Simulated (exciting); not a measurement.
The O K edge of atom 4 in SiO2, space group P3_221, with 2 Si at 1.61 Å (bent, 144°, site symmetry 1), was computed at 2 levels: exchange and screened direct term (singlet BSE) and independent particles. Common settings: exciting, all-electron LAPW+lo, PBEsol, 3×3×3 shifted k points, 38 conduction bands, |G+q| up to 3 bohr⁻¹, full RPA screening with nempty = 70, Lorentzian half width 0.45 eV.

Energy from the Kohn–Sham onset, core level to the lowest empty state found on the meshes used; all runs on one relative scale:

```csv
E (eV),run 1,run 2
-4.0,0.05,0.01
-3.5,0.07,0.01
-3.0,0.09,0.02
-2.5,0.13,0.02
-2.0,0.23,0.02
-1.5,0.36,0.02
-1.0,0.52,0.03
-0.5,1.12,0.03
0.0,1.94,0.05
0.5,2.10,0.07
1.0,1.60,0.10
1.5,1.39,0.14
2.0,1.06,0.21
2.5,0.85,0.30
3.0,0.72,0.43
3.5,0.64,0.62
4.0,0.62,0.75
4.5,0.54,0.85
5.0,0.44,0.83
5.5,0.37,0.91
6.0,0.34,1.05
6.5,0.36,1.14
7.0,0.43,1.07
7.5,0.42,0.91
8.0,0.36,0.76
8.5,0.30,0.66
9.0,0.29,0.68
9.5,0.31,0.73
10.0,0.30,0.59
10.5,0.25,0.51
11.0,0.24,0.58
11.5,0.21,0.56
12.0,0.21,0.54
12.5,0.20,0.50
13.0,0.19,0.46
13.5,0.19,0.46
14.0,0.18,0.40
14.5,0.17,0.39
15.0,0.16,0.40
15.5,0.15,0.38
16.0,0.16,0.36
16.5,0.15,0.32
17.0,0.15,0.30
```

Question: Which run is which, and why?

Run 1: exchange and screened direct term (singlet BSE); highest local maximum in the window at 0.3 eV. Run 2: independent particles; highest local maximum in the window at 6.4 eV. The attractive direct term pulls weight down: the curves pass 0.32 at -1.7 and 2.6 eV in the order of the runs. Fine structure above the first lines is partly noise of the 27-point mesh.

[Banner, clock and machine lines of the logs are left out without a mark of their own.]

[Logs are printed without paths, hosts, clocks, repeated set-up lines and the standing remarks that a program may print on its own settings, such as how far it seeks lower states.]

[Hosts, paths, dates, database ids (printed as entryN), source tags and the programs' standing remarks are cut or masked in the printed files.]
